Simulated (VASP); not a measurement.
Write the native input for VASP 6.6.1 that does the following.

```
Task                   : vibrations by finite differences
Functional             : PBE
Dispersion             : D3(BJ)
Potentials or basis    : VASP PAW PBE potentials, release 64 (O, H)
Cutoff                 : 400 eV
k mesh                 : 1 × 1 × 1
Occupations            : gaussian, width 0.01 eV
Spin                   : no spin polarisation
Further INCAR settings : ALGO = Fast; EDIFF = 1e-07; NBANDS = 15; ISYM = 0; IBRION = 5; POTIM = 0.015; NSW = 1
```

The structure of O2H2 lies in POSCAR:

```
HO                                      
1.0
   12.9224456750      0.0000000000      0.0000000000
    0.0000000000     13.4224456750      0.0000000000
    0.0000000000      0.0000000000     13.9224456750
  O               H             
     2     2
Selective dynamics
Direct
0.5001445393000026  0.5246140216000015  0.5468873717999969  T T T
0.4997889863411583  0.4795034625592877  0.4499035220229276  T T T
0.4987949417967575  0.4631006350165688  0.5844984192436611  T T T
0.5011787403049618  0.5410023560519225  0.4122957710809450  T T T
```

These files were run (other wordings do the same):

INCAR

```
PREC = Accurate
ENCUT = 400
EDIFF = 1E-7
ISMEAR = 0
SIGMA = 0.01
LREAL = F
LASPH = T
NELM = 100
ALGO = Fast
ISIF = 2
LWAVE = F
LCHARG = F
GGA = PE
IVDW = 12
NBANDS = 15
IBRION = 5
NFREE = 2
POTIM = 0.015
NSW = 1
ISYM = 0
```

KPOINTS

```
regular mesh
0
Gamma
  1 1 1
```

Potentials or basis: VASP PAW PBE potentials, release 64 (O, H).

Launch:

```bash
$ cat potpaw_PBE.64/O/POTCAR potpaw_PBE.64/H/POTCAR > POTCAR
$ mpirun -np 1 vasp_gam > vasp.out
```

It gave:

- Highest phonon frequency at Γ, LO-TO splitting left out: 3692 cm⁻¹
- Most unstable mode: 299i cm⁻¹
- Dispersion energy per atom: -0.006 eV

Caveat: some modes are imaginary.

Run time: 21 min on 1 thread of Intel(R) Xeon(R) 6975P-C (Granite Rapids), with other jobs on the host, peak memory 1.4 GiB.
